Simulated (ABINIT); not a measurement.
The system is AlN.

```
CELL_PARAMETERS angstrom
0.00000 2.03452 2.03452
2.03452 0.00000 2.03452
2.03452 2.03452 0.00000
ATOMIC_POSITIONS crystal
Al 0.50000 0.50000 0.50000
N 0.00000 0.00000 0.00000
```

Measurements of this composition are mostly on another form, of space group No. 186.

Base run:

```yaml
Program: ABINIT 10.8.3 (patched build)
Functional: AM05
Potentials_or_basis: JTH PAW PBE v2.0
Cutoff: 844 eV
k_mesh: 11 × 11 × 11
Occupations: fermi-dirac, width 0.05 eV
Spin: no spin polarisation
```

Its results: band gap on the k mesh 4.52 eV, indirect (least direct gap 5.41 eV); pressure -4.0 GPa.

After a change of settings the same cell gave: band gap on the k mesh 4.38 eV, indirect (least direct gap 5.48 eV); pressure -8.3 GPa. Which change was it?
A. functional from AM05 to LDA
B. functional from AM05 to PBEsol
C. functional from AM05 to BLYP
D. functional from AM05 to r2SCAN

A.

LDA binds more tightly than AM05, so the same cell stands under less pressure.

Caveats: the PAW data sets were made with another functional, which shifts forces and pressure a little; the mesh misses the band edges, which the band path finds closer together.
